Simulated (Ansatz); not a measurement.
## CaF2, space group Fm-3m: a dielectric-dependent hybrid calculation

Computed with Ansatz's Python interface.

Script `ddh.py`:
```python
import ansatz as az
from ase import Atoms
import numpy as np


def count_gap(report):
    # lowest empty less highest filled band, counting bands; zero where they overlap
    return max(report.get("gap_by_band_count_ev") or 0.0, 0.0)

atoms = Atoms(
    ["Ca", "F", "F"],
    scaled_positions=[
        (0.0, 0.0, 0.0),
        (0.25, 0.25, 0.25),
        (0.75, 0.75, 0.75),
    ],
    cell=[
        (0.0, 2.731, 2.731),
        (2.731, 0.0, 2.731),
        (2.731, 2.731, 0.0),
    ],
    pbc=True,
)
cell = az.Crystal.from_ase(atoms)

model = cell.calculation()
model = model.kpoints(4, 4, 4)
model = model.occupations("fixed")
model = model.band_table()
semilocal = model.functional("pbesol").run(threads=1).report
hybrid = model.functional(exchange="pbesol", correlation="pbesol", exact_fraction="inverse_dielectric").run(threads=1).report
alpha = hybrid["hybrid"]["exact_exchange_fraction"]
print(f"fraction of exact exchange {alpha:.4f}, so eps_inf = {1 / alpha:.2f}")
print(f"gap by band count: {count_gap(semilocal):.3f} eV semilocal, {count_gap(hybrid):.3f} eV hybrid")
```

```console
$ python ddh.py
DeckWarning: basis.ecutwfc = 420 eV, auto-derived from the records' recommended cutoffs: set by Ca (normal level)
fraction of exact exchange 0.4330, so eps_inf = 2.31
gap by band count: 7.115 eV semilocal, 12.147 eV hybrid
```
(Warnings from the package without file and line.)

The fraction is 0.4330, one over a mean dielectric constant (a third of the trace) of 2.31. It opens the gap from 7.115 to 12.147 eV, by 5.03 eV.

Reading the output:
- Energy and stress may still move on a finer k-point mesh.
- The structure is a deposited one; some such entries were measured under pressure or heat, so a shift against it needn't be the functional's error alone.
- Levels are Kohn-Sham eigenvalues on this mesh.
- The gaps are those of a coarse mesh; the run finds the dielectric constant of the semilocal functional on meshes of its own.
- Run time: 18 s on 1 thread of Intel(R) Xeon(R) Processor @ 2.30GHz (shared host), peak memory 0.77 GiB.
